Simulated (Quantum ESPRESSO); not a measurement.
# MgO (Fm-3m) in Quantum ESPRESSO: single point with PBE

Aim: the single point of MgO with PBE.

Everything below comes from runs of Quantum ESPRESSO 7.5. Logs are shortened: lines on timing, memory, paths and dates and some standing lists are left out, and cuts for length are marked.

**Experimental background.**

“Electronic structure of alkaline earth and post-transition metal oxides”, 2009, arxiv:0908.1581 quotes, for a bulk crystal of MgO: band gap 7.83 eV.

The results are compared with them further down.

## (1) The structure

Symmetry: Fm-3m, No. 225, cubic system. The conventional cell has a = 4.194 Å, b = 4.194 Å, c = 4.194 Å, α = 90.00°, β = 90.00°, γ = 90.00°. Around Mg (site symmetry m-3m) lie 6 O at 2.10 Å. O (site symmetry m-3m) has 6 Mg at 2.10 Å as nearest neighbours.

The cell is a database's computed one.

## (2) Single point, PBE

run.py

```python
import numpy as np
from ase.calculators.espresso import Espresso, EspressoProfile
from ase.io import read

atoms = read('MgO.xyz')

input_data = {
    'control': {'calculation': 'scf', 'prefix': 'pwscf', 'outdir': './tmp', 'tprnfor': True, 'tstress': True, 'disk_io': 'nowf'},
    'system': {'ecutwfc': 55.0, 'ecutrho': 440.0, 'nbnd': 9, 'occupations': 'smearing', 'smearing': 'fd', 'degauss': 0.00367493},
    'electrons': {'conv_thr': 4e-10, 'electron_maxstep': 120, 'mixing_beta': 0.5},
}
pseudopotentials = {'Mg': 'Mg.pbe-n-kjpaw_psl.0.3.0.UPF', 'O': 'O.pbe-n-kjpaw_psl.0.1.UPF'}
profile = EspressoProfile(command='pw.x', pseudo_dir='pseudo')
atoms.calc = Espresso(profile=profile, input_data=input_data, pseudopotentials=pseudopotentials, kpts=(11, 11, 11), koffset=(0, 0, 0))

print(f'energy {atoms.get_potential_energy():.8f} eV')
print('forces (eV/A)')
print(np.round(atoms.get_forces(), 6))
print('stress (eV/A^3, Voigt)')
print(np.round(atoms.get_stress(), 8))
print(f'Fermi level {atoms.calc.get_fermi_level():.4f} eV')
```

MgO.xyz

```xyz
2
Lattice="0.0000000000 2.0970013927 2.0970013927 2.0970013927 0.0000000000 2.0970013927 2.0970013927 2.0970013927 0.0000000000" Properties=species:S:1:pos:R:3 pbc="T T T"
Mg     0.0000000000      0.0000000000      0.0000000000
O      2.0970013927      2.0970013927      2.0970013927
```

Potentials or basis: SSSP 1.3 efficiency PBE.

Started as:

```bash
> OMP_NUM_THREADS=1 python run.py
```

Log:

```text
energy -1027.72373924 eV
forces (eV/A)
[[0. 0. 0.]
 [0. 0. 0.]]
stress (eV/A^3, Voigt)
[-0.03964146 -0.03964146 -0.03964146  0.          0.          0.        ]
Fermi level 7.9731 eV
```

espresso.pwi:

```text
&CONTROL
   calculation      = 'scf'
   tstress          = .true.
   tprnfor          = .true.
   outdir           = './tmp'
   prefix           = 'pwscf'
   disk_io          = 'nowf'
   pseudo_dir       = 'pseudo'
/
&SYSTEM
   nbnd             = 9
   ecutwfc          = 55.0
   ecutrho          = 440.0
   occupations      = 'smearing'
   degauss          = 0.00367493
   smearing         = 'fd'
   ntyp             = 2
   nat              = 2
   ibrav            = 0
/
&ELECTRONS
   electron_maxstep = 120
   conv_thr         = 4e-10
   mixing_beta      = 0.5
/
&IONS
/
&CELL
/
&FCP
/
&RISM
/
ATOMIC_SPECIES
Mg 24.305 Mg.pbe-n-kjpaw_psl.0.3.0.UPF
O 15.999 O.pbe-n-kjpaw_psl.0.1.UPF

K_POINTS automatic
11 11 11  0 0 0

CELL_PARAMETERS angstrom
0.00000000000000 2.09700139270000 2.09700139270000
2.09700139270000 0.00000000000000 2.09700139270000
2.09700139270000 2.09700139270000 0.00000000000000

ATOMIC_POSITIONS angstrom
Mg 0.0000000000 0.0000000000 0.0000000000  
O 2.0970013927 2.0970013927 2.0970013927
```

espresso.pwo:

```text
This program is part of the open-source Quantum ESPRESSO suite
     for quantum simulation of materials; please cite
         "P. Giannozzi et al., J. Phys.:Condens. Matter 21 395502 (2009);
         "P. Giannozzi et al., J. Phys.:Condens. Matter 29 465901 (2017);
         "P. Giannozzi et al., J. Chem. Phys. 152 154105 (2020);
     in publications or presentations arising from this work. More details at

Warning: card &CELL ignored
Warning: card &FCP ignored
Warning: card &RISM ignored

     file Mg.pbe-n-kjpaw_psl.0.3.0.UPF: wavefunction(s)  3S renormalized
     file O.pbe-n-kjpaw_psl.0.1.UPF: wavefunction(s)  2P renormalized
     Message from routine setup:
     using ibrav=0 with symmetry is DISCOURAGED, use correct ibrav instead

     Subspace diagonalization in iterative solution of the eigenvalue problem:
     a serial algorithm will be used

     G-vector sticks info
     --------------------
     sticks:   dense  smooth     PW     G-vecs:    dense   smooth      PW
     Sum         955     475    151                19579     6855    1243

     Using Slab Decomposition

     bravais-lattice index     =            0
     lattice parameter (alat)  =       5.6042  a.u.
     unit-cell volume          =     124.4580 (a.u.)^3
     number of atoms/cell      =            2
     number of atomic types    =            2
     number of electrons       =         8.00
     number of Kohn-Sham states=            9
     kinetic-energy cutoff     =      55.0000  Ry
     charge density cutoff     =     440.0000  Ry
     scf convergence threshold =      4.0E-10
     mixing beta               =       0.5000
     number of iterations used =            8  plain     mixing
     Exchange-correlation= SLA  PW   PBX  PBC
                           (   1   4   3   4   0   0   0)

     celldm(1)=   5.604187  celldm(2)=   0.000000  celldm(3)=   0.000000
     celldm(4)=   0.000000  celldm(5)=   0.000000  celldm(6)=   0.000000

     crystal axes: (cart. coord. in units of alat)
               a(1) = (   0.000000   0.707107   0.707107 )
               a(2) = (   0.707107   0.000000   0.707107 )
               a(3) = (   0.707107   0.707107   0.000000 )

     reciprocal axes: (cart. coord. in units 2 pi/alat)
[... 29 lines left out ...]
     Mg                2.00    24.30500     Mg( 1.00)
     O                 6.00    15.99900     O ( 1.00)

     48 Sym. Ops., with inversion, found

   Cartesian axes

     site n.     atom                  positions (alat units)
         1        Mg     tau(   1) = (   0.0000000   0.0000000   0.0000000  )
         2        O      tau(   2) = (   0.7071068   0.7071068   0.7071068  )

     number of k points=    56  Fermi-Dirac smearing, width (Ry)=  0.0037
                       cart. coord. in units 2pi/alat
        k(    1) = (   0.0000000   0.0000000   0.0000000), wk =   0.0015026
        k(    2) = (   0.0642824   0.0642824  -0.0642824), wk =   0.0120210
        k(    3) = (   0.1285649   0.1285649  -0.1285649), wk =   0.0120210
        k(    4) = (   0.1928473   0.1928473  -0.1928473), wk =   0.0120210
        k(    5) = (   0.2571297   0.2571297  -0.2571297), wk =   0.0120210
        k(    6) = (   0.3214122   0.3214122  -0.3214122), wk =   0.0120210
[... 48 lines left out ...]
        k(   55) = (  -0.0642824  -0.4499770   0.7071068), wk =   0.0360631
        k(   56) = (   0.0000000  -0.3856946   0.6428243), wk =   0.0360631

     Dense  grid:    19579 G-vectors     FFT dimensions: (  40,  40,  40)

     Smooth grid:     6855 G-vectors     FFT dimensions: (  27,  27,  27)

     Initial potential from superposition of free atoms

     starting charge       7.9991, renormalised to       8.0000
     Starting wfcs are    8 randomized atomic wfcs +    1 random wfcs
     Checking if some PAW data can be deallocated...

     Self-consistent Calculation

     iteration #  1     ecut=    55.00 Ry     beta= 0.50
     Davidson diagonalization with overlap
     ethr =  1.00E-02,  avg # of iterations =  5.3

     total energy              =     -75.41538485 Ry
     estimated scf accuracy    <       0.37353764 Ry
[... 50 lines left out ...]
     iteration #  9     ecut=    55.00 Ry     beta= 0.50
     Davidson diagonalization with overlap
     ethr =  6.91E-12,  avg # of iterations =  2.0

     End of self-consistent calculation

          k = 0.0000 0.0000 0.0000 (   869 PWs)   bands (ev):

   -11.5942   5.7590   5.7590   5.7590  10.6079  21.6494  21.6494  21.6494
    25.5540
[... 273 lines left out ...]
    -9.9456   2.6191   2.8335   4.1099  17.0753  17.7651  18.0341  21.6895
    27.0481

     the Fermi energy is     7.9731 ev

!    total energy              =     -75.53630821 Ry
     total all-electron energy =      -551.437409 Ry
     estimated scf accuracy    <          2.2E-10 Ry
     smearing contrib. (-TS)   =       0.00000000 Ry
     internal energy E=F+TS    =     -75.53630821 Ry

     The total energy is F=E-TS. E is the sum of the following terms:
     one-electron contribution =      -9.11834364 Ry
     hartree contribution      =      10.17640027 Ry
     xc contribution           =      -9.35140060 Ry
     ewald contribution        =     -26.43967352 Ry
     one-center paw contrib.   =     -40.80329071 Ry

     convergence has been achieved in   9 iterations

     Forces acting on atoms (cartesian axes, Ry/au):

     atom    1 type  1   force =     0.00000000    0.00000000    0.00000000
     atom    2 type  2   force =     0.00000000    0.00000000    0.00000000

     Total force =     0.000000     Total SCF correction =     0.000000

     Computing stress (Cartesian axis) and pressure

          total   stress  (Ry/bohr**3)                   (kbar)     P=       63.51
   0.00043175  -0.00000000  -0.00000000           63.51       -0.00       -0.00
  -0.00000000   0.00043175  -0.00000000           -0.00       63.51       -0.00
  -0.00000000  -0.00000000   0.00043175           -0.00       -0.00       63.51

=------------------------------------------------------------------------------=
   JOB DONE.
=------------------------------------------------------------------------------=
```

Run time: 7.6 s. Hardware: 1 thread of AMD EPYC 9R14 (Zen 4), shared host; peak memory 0.08 GiB.

What came out:

* Free energy: -1027.7238 eV
* Pressure: 6.4 GPa
* Band gap on the k mesh: 4.85 eV, direct

## (3) How close it comes

Step 2. Measured gap of MgO: 7.83 eV (quoted in “Electronic structure of alkaline earth and post-transition metal oxides”, 2009, arxiv:0908.1581). This calculation gives 4.85 eV (-2.98 eV). The value is that of PBE, without temperature or zero-point motion. Semilocal functionals fall short of measured gaps as a rule. The cell is a database's relaxed one, not the measured one, which moves gaps too.
